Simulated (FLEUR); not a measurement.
# InSe under changes of volume

One of the cells (29.237 Å³/atom); the others are scaled copies at fixed shape and fractional positions:

```
CELL_PARAMETERS angstrom
2.00000 1.15470 8.44000
-2.00000 1.15470 8.44000
0.00000 -2.30940 8.44000
ATOMIC_POSITIONS crystal
In 0.88860 0.88860 0.88860
In 0.00000 0.00000 0.00000
Se 0.17190 0.17190 0.17190
Se 0.38350 0.38350 0.38350
```

| Quantity | Value |
| --- | --- |
| Program | FLEUR MaX-R8.1 (patched build s14) |
| Functional | PBE |
| Potentials or basis | all-electron |
| Basis | FLAPW |
| Kmax | 3.8 1/bohr |
| k mesh | 8 × 8 × 8 |
| Occupations | fermi-dirac, width 0.05 eV |
| Spin | no spin polarisation |

| volume (Å³/atom) | energy over the lowest point (meV/atom) | gap on the mesh (eV) |
| --- | --- | --- |
| 27.483 | 62.21 | 0.62 |
| 28.068 | 40.59 | 0.56 |
| 28.652 | ? | ? |
| 29.237 | 11.97 | 0.44 |
| 29.822 | 4.21 | 0.39 |
| 30.406 | 0.00 | 0.34 |

Problem. What does the run at 28.652 Å³/atom give?

Solution. Energy over the lowest point 23.97 meV/atom; gap on the mesh 0.50 eV.

Worked out: A Birch-Murnaghan fit of order 3 (a polynomial in V^(-2/3)) to the other rows has its minimum at 30.84 Å³/atom, just outside them, with B0 = V·E''(V) = 45 GPa and B' = 4.4 at fixed shape and positions, which overstates the stiffness. It gives 24.02 meV/atom at 28.652 Å³/atom, against the run's 23.97. A straight line through the other rows of the gap, of slope -2.79 eV per unit of ln V (its deformation potential), gives 0.50 eV, against the run's 0.50.

Energies are extrapolated to zero smearing.

Caveats: the plane-wave cutoff is short for the semicore states, which can make moduli rough; spin-orbit coupling is left out, which moves the levels of the heavy elements.

A mesh can miss the band edges.
